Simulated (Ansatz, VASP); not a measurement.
## Cs in VASP and in Ansatz

```
CELL_PARAMETERS angstrom
-3.02250 3.02250 3.02250
3.02250 -3.02250 3.02250
3.02250 3.02250 -3.02250
ATOMIC_POSITIONS crystal
Cs 0.00000 0.00000 0.00000
```

Alike in both runs: task single point; functional PBEsol; k mesh 12 × 12 × 12; occupations gaussian, width 0.15 eV; no spin polarisation.

|  | VASP | Ansatz |
| --- | --- | --- |
| version | VASP 6.6.1 | Ansatz 0.2.0 |
| potentials or method | VASP PAW PBE potentials, release 64 (Cs_sv) | scalar-relativistic, plane waves, PAW |
| plane-wave cutoff (eV) | 520 | 420 |
| valence electrons in the cell | 9 | 9 |

```csv
,VASP,Ansatz,Ansatz less VASP
gap on the k mesh at the Fermi level (eV),none,none,-
pressure (GPa),0.0,0.0,0.00
```

A gap of «none» marks a metal or a gap that the smearing closes. With one functional, cell and mesh, what is left measures potentials, basis and numerics.

Caveats: the PAW data sets were made with another functional, which shifts forces and pressure a little (VASP). Spin-orbit coupling is left out, which matters for the levels of Cs.
